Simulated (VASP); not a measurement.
Calculation: PBE GGA, VASP's PBE PAW potentials (set 64) (plane waves; VASP).

VASP input:

### KPOINTS
```
Automatic mesh
0
Gamma
 7 7 7
0 0 0
```

**POSCAR**
```
CaF2
1
    0.0000000000     2.7580734293     2.7580734293
    2.7580734293     0.0000000000     2.7580734293
    2.7580734293     2.7580734293     0.0000000000
Ca F
1 2
Direct
  0.0000000000   0.0000000000   0.0000000000
  0.2500000000   0.2500000000   0.2500000000
  0.7500000000   0.7500000000   0.7500000000
```

INCAR:
```
SYSTEM = CaF2
PREC = Accurate; ENCUT = 620; LREAL = F
LASPH = T
EDIFF = 1E-6; NELM = 100; ALGO = Normal
ISMEAR = 0; SIGMA = 0.05
GGA = PE
IBRION = 2; NSW = 40; ISIF = 3
EDIFFG = -0.02
LWAVE = F; LCHARG = F
```

POTCAR, in this order: Ca_sv F (PBE.64 set). Program: vasp_std.

The run wrote:

File OSZICAR:
```
       N       E                     dE             d eps       ncg     rms          rms(c)
DAV:   1     0.248342968245E+03    0.24834E+03   -0.15445E+04   640   0.175E+03
DAV:   2    -0.762964614875E+01   -0.25597E+03   -0.25239E+03   856   0.415E+02
DAV:   3    -0.182039237320E+02   -0.10574E+02   -0.10569E+02   664   0.964E+01
DAV:   4    -0.186507063881E+02   -0.44678E+00   -0.44660E+00  1152   0.145E+01
DAV:   5    -0.186528951540E+02   -0.21888E-02   -0.21888E-02   688   0.112E+00    0.802E+00
DAV:   6    -0.173186919240E+02    0.13342E+01   -0.73714E+00   680   0.191E+01    0.314E+00
DAV:   7    -0.173220403877E+02   -0.33485E-02   -0.18653E-01   808   0.399E+00    0.169E+00
DAV:   8    -0.173407454198E+02   -0.18705E-01   -0.37065E-02   824   0.238E+00    0.186E-01
DAV:   9    -0.173451863218E+02   -0.44409E-02   -0.82252E-03   832   0.709E-01    0.140E-01
DAV:  10    -0.173460149803E+02   -0.82866E-03   -0.14659E-03   712   0.302E-01    0.284E-02
DAV:  11    -0.173460283758E+02   -0.13396E-04   -0.88699E-05   888   0.815E-02    0.156E-02
DAV:  12    -0.173460353249E+02   -0.69491E-05   -0.22243E-05   760   0.467E-02    0.329E-03
DAV:  13    -0.173460357206E+02   -0.39571E-06   -0.45418E-06   920   0.172E-02
   1 F= -.17346036E+02 E0= -.17346036E+02  d E =-.173460E+02
```

File OUTCAR:
```
------------------------ aborting loop because EDIFF is reached ----------------------------------------
  FORCE on cell =-STRESS in cart. coord.  units (eV):
  Direction    XX          YY          ZZ          XY          YZ          ZX
  --------------------------------------------------------------------------------------
  Total       -0.0348009     -0.0348009     -0.0348009      0.0000000      0.0000000      0.0000000
  in kB       -1.3287831     -1.3287831     -1.3287831      0.0000000      0.0000000      0.0000000
  external PRESSURE =      -1.3287831 kB  Pullay stress =       0.0000000 kB
  volume of cell :       41.96
      direct lattice vectors                 reciprocal lattice vectors
     0.000000000  2.758073429  2.758073429    -0.181285964  0.181285964  0.181285964
     2.758073429  0.000000000  2.758073429     0.181285964 -0.181285964  0.181285964
     2.758073429  2.758073429  0.000000000     0.181285964  0.181285964 -0.181285964
 POSITION                                       TOTAL-FORCE (eV/Angst)
 -----------------------------------------------------------------------------------
      0.00000      0.00000      0.00000        -0.000000     -0.000000     -0.000000
      1.37904      1.37904      1.37904         0.000000      0.000000      0.000000
      4.13711      4.13711      4.13711        -0.000000     -0.000000      0.000000
 -----------------------------------------------------------------------------------
    total drift:                                0.000000     -0.000000      0.000000
  FREE ENERGIE OF THE ION-ELECTRON SYSTEM (eV)
  ---------------------------------------------------
  free  energy   TOTEN  =       -17.3460357206 eV

  energy  without entropy=      -17.3460357206  energy(sigma->0) =      -17.34603572

 reached required accuracy - stopping structural energy minimisation
```
(Selected blocks of OUTCAR.)

The compound is CaF2 in the fluorite structure. It was relaxed first.
